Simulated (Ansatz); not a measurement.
# TiS2: the cost of one run

Program: Ansatz 0.2.0. Level of theory: DFT PBE+D3(BJ), scalar-relativistic, plane waves, PAW. These are calculated values, not measurements.

That is the level of the relaxation; later steps name their own.

**1. Starting point**

It takes space group P-3m1 (No. 164, trigonal). Conventional cell: a = 3.393 Å, b = 3.393 Å, c = 5.760 Å, α = 90.00°, β = 90.00°, γ = 120.00°. Around Ti (site symmetry -3m) lie 6 S at 2.45 Å. Around S (site symmetry 3m) lie 3 Ti at 2.45 Å.

Structure file:

```
Ti S
1.0
     3.39256    0.00000    0.00000
    -1.69628    2.93804    0.00000
     0.00000    0.00000    5.76045
Ti S
1 2
Direct
  0.00000 0.00000 0.00000
  0.33333 0.66667 0.25520
  0.66667 0.33333 0.74480
```

(A quick probe on a coarse mesh, which set the mesh and smearing, is not shown.)

**3. Full relaxation**

Contents of input.yaml:

```yaml
crystal:
  lattice:
    - [3.39256191, 0.0, 0.0]
    - [-1.69628096, 2.9380448, 0.0]
    - [0.0, 0.0, 5.76044732]
  atoms:
    - { symbol: Ti, position: [0.0, 0.0, 0.0] }
    - { symbol: S, position: [0.33333333, 0.66666667, 0.2552] }
    - { symbol: S, position: [0.66666667, 0.33333333, 0.7448] }
basis:
  ecutwfc: 420
kpoints:
  mp_grid: { grid: [15, 15, 8] }
hamiltonian:
  xc: pbe
  dispersion: d3bj
scf:
  occupations: { method: gaussian, width: 0.1 }
output:
  forces: true
  stress: true
  eigenvalues: true
  write_density: true
  write_potential: true
  elf: true
  volumetric_format: npy
relax:
  adjacent_minimum: "off"
  f_tol: 0.005
  max_steps: 80
  cell: { stress_tol: 0.05 }
```

The run is started by

```console
$ ansatz run input.yaml --threads 2 --pin off --max-ram 5120MiB --backend cpu --events-out ev --progress --plain --runs-dir out
```

Q: Estimate wall time and peak memory on 2 threads of Intel Xeon at 2.70GHz, shared host.

About 52 s, with a peak of 0.51 GiB.
